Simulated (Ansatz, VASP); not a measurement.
## BaTiO3: VASP beside Ansatz

```
Ba Ti O
1.0
     3.99397    0.00000    0.00000
     0.00000    3.99397    0.00000
     0.00000    0.00000    3.99410
Ba Ti O
1 1 3
Direct
  0.00000 0.00000 0.00000
  0.50000 0.50000 0.50000
  0.50000 0.50000 0.00000
  0.50000 0.00000 0.50000
  0.00000 0.50000 0.50000
```

Alike in both runs: functional r2SCAN; k mesh 8 × 8 × 8; occupations gaussian, width 0.02 eV; no spin polarisation.

Ansatz relaxed the structure, and its values are those at the end. VASP's run is a single point on that final structure, the one shown.

|  | VASP | Ansatz |
| --- | --- | --- |
| version | VASP 6.6.1 | Ansatz 0.2.0 |
| potentials or method | VASP PAW PBE potentials, release 64 (Ba_sv, Ti_sv, O) | scalar-relativistic, plane waves, PAW |
| plane-wave cutoff (eV) | 520 | 500 |
| valence electrons in the cell | 40 | 40 |

Ansatz gave:

```
gap on the k mesh at the Fermi level (eV) : 2.17
least direct gap on the mesh (eV)         : 2.28
pressure (GPa)                            : 0.0
```

Q: What did VASP give for the same quantities?

A: gap on the k mesh at the Fermi level (eV): 2.15; least direct gap on the mesh (eV): 2.30; pressure (GPa): 2.0.

Caveats: the PAW data sets were made with another functional, which shifts forces and pressure a little (VASP); spin-orbit coupling is left out, which moves the levels of the heavy elements. A k mesh can miss the band edges. r2SCAN opens gaps a little over a GGA but as a rule still falls short of measured ones.
